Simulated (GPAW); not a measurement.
The system is Au.

```xyz
1
Lattice="0.0000 2.0350 2.0350 2.0350 0.0000 2.0350 2.0350 2.0350 0.0000" Properties=species:S:1:pos:R:3 pbc="T T T"
Au    0.0000    0.0000    0.0000
```

Base run:

```yaml
Program: GPAW 26.7.0
Functional: mBEEF
Potentials_or_basis: GPAW PAW data sets (gpaw-data 1.2.1)
Cutoff: 600 eV
Basis: pw
k_mesh: 11 × 11 × 11
Occupations: fermi-dirac, width 0.05 eV
Spin: spin-orbit coupling, no magnetisation
```

Its results: pressure 4.9 GPa.

Question: The run is repeated on the same cell with these changes: functional from mBEEF to M06-L; spin axis theta (degrees) from 90 to 54.7. What comes out?

Answer: Pressure 8.6 GPa.

Caveats: with this Au data set, volumes or pressures lay over 1.5 % or 2 GPa off other programs in two to four cells of ten; spin-orbit coupling was added after a scalar SCF, so levels and gaps hold it while energy, forces, pressure and moments don't; the PAW data sets were made with another functional, which shifts forces and pressure a little.
